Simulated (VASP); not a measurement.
# Ni (Fm-3m) in VASP: notebook

Runs on Ni. Level: PBE. Tasks: relaxation of cell and atoms, electrostatic potential.

All numbers are computed with VASP 6.6.1; they aren't measurements. Logs are shortened: lines on timing, memory, paths and dates and some standing lists are left out, and cuts for length are marked.

**1. Starting point**

It takes space group Fm-3m (No. 225, cubic). The conventional cell has a = 3.470 Å, b = 3.470 Å, c = 3.470 Å, α = 90.00°, β = 90.00°, γ = 90.00°. Around Ni (site symmetry m-3m) lie 12 Ni at 2.45 Å.

The cell was built by a generator and needn't be a form met in nature.

**2. Relaxation of cell and atoms, PBE, collinear spin, ferromagnetic start**

File INCAR:

```
  PREC = Accurate
  ENCUT = 600
  EDIFF = 1E-6
  ISMEAR = 1
  SIGMA = 0.1
  LREAL = F
  LASPH = T
  NELM = 120
  ALGO = Normal
  ISIF = 3
  LWAVE = F
  LCHARG = F
  ISPIN = 2
  MAGMOM = 0.7
  LORBIT = 11
  LMAXMIX = 4
  GGA = PE
  IBRION = 2
  NSW = 40
  EDIFFG = -0.005
```

File KPOINTS:

```
Automatic mesh
0
Gamma
  20 20 20
```

File POSCAR:

```
Ni
1.0
    0.0000000000      1.7350000000      1.7350000000
    1.7350000000      0.0000000000      1.7350000000
    1.7350000000      1.7350000000      0.0000000000
Ni
1
Direct
    0.0000000000      0.0000000000      0.0000000000
```

Potentials or basis: VASP PAW PBE potentials, release 64 (Ni).

On the command line:

```sh
$ cat potpaw_PBE.64/Ni/POTCAR > POTCAR
$ mpirun -np 1 vasp_std > vasp.out
```

OUTCAR:

```text
PREC = Accurate
   ENCUT = 600
   EDIFF = 1E-6
   ISMEAR = 1
   LREAL = F
   LASPH = T
   NELM = 120
   ISIF = 3
   ISPIN = 2
   LORBIT = 11
   GGA = PE
   IBRION = 2
   NSW = 40
   EDIFFG = -0.005

 ion  position               nearest neighbor table
   1  0.000  0.000  0.000-

  LATTYP: Found a face centered cubic cell.
 ALAT       =     3.4700000000

  Lattice vectors:

 A1 = (   0.0000000000,   1.7350000000,   1.7350000000)
 A2 = (   1.7350000000,   0.0000000000,   1.7350000000)
 A3 = (   1.7350000000,   1.7350000000,   0.0000000000)

Analysis of symmetry for initial positions (statically):
=====================================================================
 Subroutine PRICEL returns:
 Original cell was already a primitive cell.

 Routine SETGRP: Setting up the symmetry group for a
 face centered cubic supercell.

 Subroutine GETGRP returns: Found 48 space group operations
 (whereof 48 operations were pure point group operations)
 out of a pool of 48 trial point group operations.

The static configuration has the point symmetry O_h .

Analysis of symmetry for dynamics (positions and initial velocities):
=====================================================================
 Subroutine PRICEL returns:
 Original cell was already a primitive cell.

 Routine SETGRP: Setting up the symmetry group for a
 face centered cubic supercell.

 Subroutine GETGRP returns: Found 48 space group operations
 (whereof 48 operations were pure point group operations)
 out of a pool of 48 trial point group operations.

The dynamic configuration has the point symmetry O_h .

Analysis of structural, dynamic, and magnetic symmetry:
=====================================================================
 Subroutine PRICEL returns:
 Original cell was already a primitive cell.

 Routine SETGRP: Setting up the symmetry group for a
 face centered cubic supercell.

 Subroutine GETGRP returns: Found 48 space group operations
 (whereof 48 operations were pure point group operations)
 out of a pool of 48 trial point group operations.

The overall configuration has the point symmetry O_h .

 Subroutine INISYM returns: Found 48 space group operations
 (whereof 48 operations are pure point group operations),
 and found     1 'primitive' translations

----------------------------------------------------------------------------------------

                                     Primitive cell

  volume of cell :      10.4455

  direct lattice vectors                    reciprocal lattice vectors
     0.000000000  1.735000000  1.735000000    -0.288184438  0.288184438  0.288184438
     1.735000000  0.000000000  1.735000000     0.288184438 -0.288184438  0.288184438
     1.735000000  1.735000000  0.000000000     0.288184438  0.288184438 -0.288184438

  length of vectors
     2.453660531  2.453660531  2.453660531     0.499150089  0.499150089  0.499150089

  position of ions in fractional coordinates (direct lattice)
     0.000000000  0.000000000  0.000000000

  ion indices of the primitive-cell ions
   primitive index   ion index
                 1           1

----------------------------------------------------------------------------------------

 KPOINTS: Automatic mesh

Automatic generation of k-mesh.
 Grid dimensions read from file:
 generate k-points for:   20   20   20

 Generating k-lattice:

  Cartesian coordinates                     Fractional coordinates (reciprocal lattice)
    -0.014409222  0.014409222  0.014409222     0.050000000  0.000000000  0.000000000
     0.014409222 -0.014409222  0.014409222     0.000000000  0.050000000  0.000000000
     0.014409222  0.014409222 -0.014409222     0.000000000  0.000000000  0.050000000

  Length of vectors
     0.024957504  0.024957504  0.024957504

  Shift w.r.t. Gamma in fractional coordinates (k-lattice)
     0.000000000  0.000000000  0.000000000

 Subroutine IBZKPT returns following result:
 ===========================================

 Found    256 irreducible k-points:

 Following reciprocal coordinates:
            Coordinates               Weight
  0.000000  0.000000  0.000000      1.000000
  0.050000  0.000000  0.000000      8.000000
  0.100000  0.000000  0.000000      8.000000
  0.150000  0.000000  0.000000      8.000000
  0.200000  0.000000  0.000000      8.000000
  0.250000  0.000000  0.000000      8.000000
[... 16 lines left out ...]
 -0.400000  0.050000  0.000000     24.000000
 -0.350000  0.050000  0.000000     24.000000
 [... further k-points ...]
   k-points           NKPTS =    256   k-points in BZ     NKDIM =    256   number of bands    NBANDS=      9
   number of dos      NEDOS =    301   number of ions     NIONS =      1
   total plane-waves  NPLWV =   8000
   dimension x,y,z NGX =    20 NGY =   20 NGZ =   20
   dimension x,y,z NGXF=    40 NGYF=   40 NGZF=   40
   ions per type =               1
   NGX,Y,Z   is equivalent  to a cutoff of  13.55, 13.55, 13.55 a.u.
   NGXF,Y,Z  is equivalent  to a cutoff of  27.10, 27.10, 27.10 a.u.
 SYSTEM =  unknown system
   PREC   = accura    normal or accurate (medium, high low for compatibility)
   ISTART =      0    job   : 0-new  1-cont  2-samecut
   ICHARG =      2    charge: 1-file 2-atom 10-const
   ISPIN  =      2    spin polarized calculation?
   LNONCOLLINEAR =      F non collinear calculations
   LSORBIT =      F    spin-orbit coupling
   LASPH  =      T    aspherical Exc in radial PAW
   ENCUT  =  600.0 eV  44.10 Ry    6.64 a.u.   4.90  4.90  4.90*2*pi/ulx,y,z
   NELM   =    120;   NELMIN=  2; NELMDL= -5     # of ELM steps
   EDIFF  = 0.1E-05   stopping-criterion for ELM
   LREAL  =      F    real-space projection
   EDIFFG = -.5E-02   stopping-criterion for IOM
   NSW    =     40    number of steps for IOM
   IBRION =      2    ionic relax: 0-MD 1-quasi-New 2-CG
   NFREE  =      1    steps in history (QN), initial steepest desc. (CG)
   ISIF   =      3    stress and relaxation
   ISYM   =      2    0-nonsym 1-usesym 2-fastsym
   POTIM  = 0.5000    time-step for ionic-motion
   TEBEG  =    0.0;   TEEND  =   0.0 temperature during run
   PSTRESS=    0.0 pullay stress
   NELECT =      10.0000    total number of electrons
   NUPDOWN=      -1.0000    fix difference up-down
   EMIN   =  10.00;   EMAX   =-10.00  energy-range for DOS
   EFERMI =   0.00;   METHOD = LEGACY
   ISMEAR =     1;   SIGMA  =   0.10  broadening in eV -4-tet -1-fermi 0-gaus
   EFERMI_NEDOS =   21; number of points for ismear=-14 and -15
   IALGO  =     38    algorithm
   IMIX   =      4    mixing-type and parameters
     AMIX     =   0.40;   BMIX     =  1.00
     AMIX_MAG =   1.60;   BMIX_MAG =  1.00
  volume/ion in A,a.u.               =      10.45        70.49
  Fermi-wavevector in a.u.,A,eV,Ry     =   1.613487  3.049047 35.420576  2.603339
  Thomas-Fermi vector in A             =   2.708548
   LORBIT       =     11    0 simple, 1 ext, 2 COOP (PROOUT), +10 PAW based schemes
   GGA     = PE    functional components
   LHFCALC =     F    Hartree Fock is set to
   AEXX    =    0.0000 exact exchange contribution
   IVDW    =     0    specifies the selected vdW correction
   LEPSILON=     F    determine dielectric tensor
   LRPA    =     F    only Hartree local field effects (RPA)
 conjugate gradient relaxation of ions
 spin polarized calculation
 Methfessel and Paxton  Order N= 1 SIGMA  =   0.10
  energy-cutoff  :      600.00
  volume of cell :       10.45
 maximum number of plane-waves:       360
   NGX =  9   NGY =  9   NGZ =  9

--------------------------------------- Ionic step        1  -------------------------------------------

 number of electron      10.0000000 magnetization       0.7000000

 number of electron       9.9999997 magnetization       0.6226830

 Free energy of the ion-electron system (eV)
  ---------------------------------------------------
  ext. energy  EPLUGINS =         0.00000000
  ---------------------------------------------------
  free energy    TOTEN  =        -5.45872252 eV

  energy without entropy =       -5.45856522  energy(sigma->0) =       -5.45867009

------------------------ aborting loop because EDIFF is reached ----------------------------------------

  FORCE on cell =-STRESS in cart. coord.  units (eV):
  Direction    XX          YY          ZZ          XY          YZ          ZX
  --------------------------------------------------------------------------------------
  -------------------------------------------------------------------------------------
  Total        0.5744795      0.5744795      0.5744795     -0.0000000      0.0000000      0.0000000
  in kB       88.1163943     88.1163943     88.1163943     -0.0000000      0.0000000      0.0000000
  external PRESSURE =      88.1163943 kB  Pullay stress =       0.0000000 kB
[... 55 lines left out ...]
  energy  without entropy=       -5.4590020081  energy(sigma->0) =       -5.45910011

--------------------------------------- Ionic step        3  -------------------------------------------

 number of electron      10.0000009 magnetization       0.6299522

 Free energy of the ion-electron system (eV)
  ---------------------------------------------------
  ext. energy  EPLUGINS =         0.00000000
  ---------------------------------------------------
  free energy    TOTEN  =        -5.47017497 eV

  energy without entropy =       -5.46998000  energy(sigma->0) =       -5.47010998

 E-fermi :   9.3827     XC(G=0): -13.2553

 val. band max:        9.3799640711   @ k =   0.3500   0.2000   0.0500
 cond. band min:       9.3845064306   @ k =   0.4000   0.2500   0.0000
 fundamental gap:      0.0045423595
 Fermi energy:         9.3827309549

 spin component 1

 k-point     1 :       0.0000    0.0000    0.0000
  band No.  band energies     occupation
      1       0.3665      1.00000
      2       6.9326      1.00000
      3       6.9326      1.00000
      4       6.9326      1.00000
      5       8.1157      1.00000
      6       8.1157      1.00000
      7      33.0998      0.00000
      8      36.9600      0.00000
      9      36.9600      0.00000
[... 265 lines left out ...]
 k-point    24 :      -0.3500    0.0500    0.0000
  band No.  band energies     occupation
      1       4.1917      1.00000
      2       7.0226      1.00000
      3       7.0776      1.00000
      4       7.1990      1.00000
      5       8.4429      1.00000
      6       8.7929      1.00000
      7      18.5142      0.00000
      8      31.0602      0.00000
      9      33.4265      0.00000

 [... further k-points ...]

 spin component 2

 k-point     1 :       0.0000    0.0000    0.0000
  band No.  band energies     occupation
      1       0.3297      1.00000
      2       7.6957      1.00000
      3       7.6957      1.00000
      4       7.6957      1.00000
      5       8.6996      1.00000
      6       8.6996      1.00000
      7      32.9339      0.00000
      8      36.9384      0.00000
      9      36.9384      0.00000
[... 304 lines left out ...]
  FREE ENERGIE OF THE ION-ELECTRON SYSTEM (eV)
  ---------------------------------------------------
  free  energy   TOTEN  =        -5.4701749743 eV

  energy  without entropy=       -5.4699799964  energy(sigma->0) =       -5.47010998

 reached required accuracy - stopping structural energy minimisation

 total charge

# of ion       s       p       d       tot
------------------------------------------
    1        0.498   0.498   8.314   9.309

 magnetization (x)

# of ion       s       p       d       tot
------------------------------------------
    1       -0.007  -0.025   0.674   0.642
```

It took 50 s on 1 thread of Intel Xeon 6975P-C (Granite Rapids), shared host; peak memory 0.18 GiB.

Results:

- Free energy: -5.4702 eV
- Relaxed volume: 10.88 Å³/atom
- Relaxed cell: a = 2.487 Å, b = 2.487 Å, c = 2.487 Å, α = 60.00°, β = 60.00°, γ = 60.00°
- Space group after relaxing (to 0.05 Å): Fm-3m (No. 225)
- Energy gained by relaxing: 11.5 meV/atom
- Ionic steps: 3
- Pressure after relaxing: 0.0 GPa
- Band gap on the k mesh: none (metal or under the smearing width)
- Net moment: 0.63 μB per cell
- Site moments: Ni +0.64 μB
- Valence electrons inside the program's atomic spheres: Ni 9.31

The path:
```
step  energy change (eV)  largest force (eV/Å)  pressure (GPa)  volume (Å³)
   1              0.0000                0.0000            8.81        10.45
   2             -0.0004                0.0000           -7.33        11.34
   3             -0.0115                0.0000           -0.04        10.88
```

Final structure:
```
Ni
1.0
     0.00000    1.75877    1.75877
     1.75877    0.00000    1.75877
     1.75877    1.75877    0.00000
Ni
1
Direct
  0.00000 0.00000 0.00000
```

**3. Electrostatic potential, PBE, collinear spin, ferromagnetic start**

This run uses another cell than the first one, of 10.88 Å³/atom, 1.042 times its volume.

File INCAR:

```
ALGO = Normal
EDIFF = 1E-6
ENCUT = 520
GGA = PE
ISIF = 2
ISMEAR = 1
ISPIN = 2
LASPH = True
LCHARG = True
LMAXMIX = 4
LORBIT = 11
LREAL = False
LVHAR = True
LWAVE = False
MAGMOM = 0.7
NELM = 120
PREC = Accurate
SIGMA = 0.1
```

File KPOINTS:

```
k-points
0
Gamma
  20 20 20
```

File POSCAR:

```
Ni                                      
1.0
   -0.0000000000      1.7587652230      1.7587652230
    1.7587652230      0.0000000000      1.7587652230
    1.7587652230      1.7587652230      0.0000000000
  Ni            
     1
Direct
     0.0000000000000000    0.0000000000000000    0.0000000000000000
```

Potentials or basis: VASP PAW PBE potentials, release 64 (Ni).

On the command line:

```sh
$ cat potpaw_PBE.64/Ni/POTCAR > POTCAR
$ mpirun -np 1 vasp_std > vasp.out
```

Wall time 18 s (1 thread of Intel Xeon 6975P-C (Granite Rapids), shared host); peak memory 0.15 GiB.

The run converged. Its results:

| Item | Value |
| --- | --- |
| Free energy | -5.4707 eV |
| Pressure | 0.0 GPa |
| Band gap on the k mesh | none (metal or under the smearing width) |
| Net moment | 0.63 μB per cell |
| Site moments | Ni +0.64 μB |
| Valence electrons inside the program's atomic spheres | Ni 9.31 |

Levels at points of the mesh, in eV from the Fermi level:
Spin up:
| k point | band 2 | band 3 | band 4 | band 5 | band 6 | band 7 | band 8 | band 9 |
| --- | --- | --- | --- | --- | --- | --- | --- | --- |
| (0.00, 0.00, 0.00) | -2.45 | -2.45 | -2.45 | -1.27 | -1.27 | 23.72 | 27.58 | 27.58 |
| (0.50, 0.00, 0.00) | -2.43 | -2.43 | -0.62 | -0.62 | -0.30 | 5.65 | 22.21 | 24.66 |
| (0.50, 0.50, 0.00) | -4.21 | -0.56 | -0.49 | -0.49 | 2.44 | 9.21 | 14.82 | 14.82 |
Spin down:
```csv
k point,band 1,band 2,band 3,band 4,band 5,band 6,band 7,band 8,band 9
"(0.00, 0.00, 0.00)",-9.05,-1.69,-1.69,-1.69,-0.68,-0.68,23.55,27.56,27.56
"(0.50, 0.00, 0.00)",-4.41,-1.81,-1.81,-0.36,0.14,0.14,6.08,22.06,24.75
"(0.50, 0.50, 0.00)",-4.31,-3.59,0.05,0.38,0.38,2.40,9.45,14.82,14.82
```
